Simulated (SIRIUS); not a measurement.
Here is a SIRIUS 7.10.0 calculation.

The input run.py:

```python
import json, subprocess
import numpy as np
from ase import Atoms
from ase.io import read
from ase.calculators.calculator import Calculator, all_changes
from ase.units import Bohr, Hartree, GPa
from ase.calculators.mixing import SumCalculator
from dftd3.ase import DFTD3
from ase.optimize import BFGS
from ase.filters import FrechetCellFilter

class Sirius(Calculator):
    """Writes sirius.json, runs sirius.scf and reads out.json."""
    implemented_properties = ["energy", "free_energy", "forces", "stress", "magmom"]

    def __init__(self, config, files):
        super().__init__()
        self.config, self.files, self.calls = config, files, 0

    def calculate(self, atoms=None, properties=["energy"], system_changes=all_changes):
        super().calculate(atoms, properties, system_changes)
        symbols = atoms.get_chemical_symbols()
        types = list(dict.fromkeys(symbols))
        order = [i for t in types for i, s in enumerate(symbols) if s == t]
        frac = atoms.get_scaled_positions(wrap=False)
        m = atoms.get_initial_magnetic_moments()
        m = m if m.ndim == 2 else np.c_[0 * m, 0 * m, m]
        spin = self.config["parameters"]["num_mag_dims"] > 0
        rows = {t: [list(frac[i]) + (list(m[i]) if spin else []) for i in order if symbols[i] == t] for t in types}
        cell = {"lattice_vectors": (atoms.cell[:] / Bohr).tolist(), "atom_types": types, "atom_files": self.files, "atoms": rows}
        json.dump({**self.config, "unit_cell": cell}, open("sirius.json", "w"), indent=1)
        self.calls += 1
        with open(f"sirius_{self.calls:03d}.out", "w") as log:
            subprocess.run(["sirius.scf", "--input=sirius.json", "--output=out.json"], stdout=log, stderr=subprocess.STDOUT, check=True)
        gs = json.load(open("out.json"))["ground_state"]
        if not gs["converged"]:
            raise RuntimeError("SCF did not converge")
        self.results = {"energy": gs["energy"]["free"] * Hartree, "free_energy": gs["energy"]["free"] * Hartree}
        if "forces" in gs:
            f = np.zeros((len(atoms), 3))
            f[order] = np.array(gs["forces"]) * Hartree / Bohr
            self.results["forces"] = f
        if "stress" in gs:
            s = np.array(gs["stress"]) * Hartree / Bohr**3
            self.results["stress"] = s.flat[[0, 4, 8, 5, 2, 1]]
        if spin:
            self.results["magmom"] = gs["magnetisation"]["total"][2]

atoms = read("Zr.xyz")

config = {
    "control": {
        "processing_unit": 'cpu',
        "verbosity": 1,
        "print_forces": True,
        "print_stress": True,
    },
    "parameters": {
        "electronic_structure_method": 'pseudopotential',
        "xc_functionals": ['XC_GGA_X_PBE_SOL', 'XC_GGA_C_PBE_SOL'],
        "gk_cutoff": 8.2,
        "pw_cutoff": 16.4,
        "ngridk": [4, 4, 2],
        "shiftk": [0, 0, 0],
        "smearing": 'fermi_dirac',
        "smearing_width": 0.0018374661,
        "num_bands": 20,
        "num_mag_dims": 0,
        "num_dft_iter": 100,
        "energy_tol": 1e-08,
        "density_tol": 1e-06,
    },
    "iterative_solver": {
        "type": 'davidson',
        "min_tolerance": 1e-09,
        "tolerance_scale": [0.1, 0.25],
    },
    "mixer": {
        "type": 'anderson',
        "beta": 0.7,
        "max_history": 8,
    },
    "settings": {
        "tol_ne": 1e-10,
        "pseudo_grid_cutoff": 6.5,
    },
}
dft = Sirius(config, {'Zr': 'Zr.json'})
atoms.calc = SumCalculator([dft, DFTD3(method="pbesol", damping="d3zero")])
results = {"symbols": atoms.get_chemical_symbols(), "cell": atoms.cell[:].tolist(), "frac": atoms.get_scaled_positions(wrap=False).tolist(), "steps": []}

def note():
    results["steps"].append({"energy": atoms.get_potential_energy(), "cell": atoms.cell[:].tolist(), "positions": atoms.positions.tolist(),
                             "forces": atoms.get_forces().tolist(), "stress": atoms.get_stress().tolist()})
    json.dump(results, open("results.json", "w"))

opt = BFGS(FrechetCellFilter(atoms, scalar_pressure=0.0 * GPa))
opt.attach(note)
results["converged"] = bool(opt.run(fmax=0.02, steps=30))
print("converged:", results["converged"])
print("cell parameters:", atoms.cell.cellpar().round(5))
print("volume per atom (A^3):", round(atoms.get_volume() / len(atoms), 4))
print(atoms.get_scaled_positions().round(6))
json.dump(results, open("results.json", "w"))
```

The input Zr.xyz:

```xyz
2
Lattice="3.2320000000 0.0000000000 0.0000000000 -1.6160000000 2.7989941050 0.0000000000 0.0000000000 0.0000000000 5.1470000000" Properties=species:S:1:pos:R:3 pbc="T T T"
Zr     1.6160000002      0.9329980349      3.8602500000
Zr    -0.0000000002      1.8659960701      1.2867500000
```

Potentials or basis: PseudoDojo 0.4.1 PBE standard (scalar relativistic).

Run with:

```sh
$ upf_to_json Zr.upf
$ OMP_NUM_THREADS=1 python run.py
```

(1) Predict the relaxed cell.

(2) Estimate the space group after relaxing (to 0.05 Å).

(3) Estimate the dispersion energy per atom.

Answers

(1) a = 3.177 Å, b = 3.177 Å, c = 5.019 Å, α = 90.00°, β = 90.00°, γ = 120.00°.

(2) P6_3/mmc (No. 194).

(3) -0.362 eV.

Caveat: the k mesh is coarse (spacing up to 0.61 Å⁻¹), so the values aren't converged; the potentials were made for another functional, which shifts forces and pressure; pairwise dispersion overbinds metals, which lowers pressure and volume.
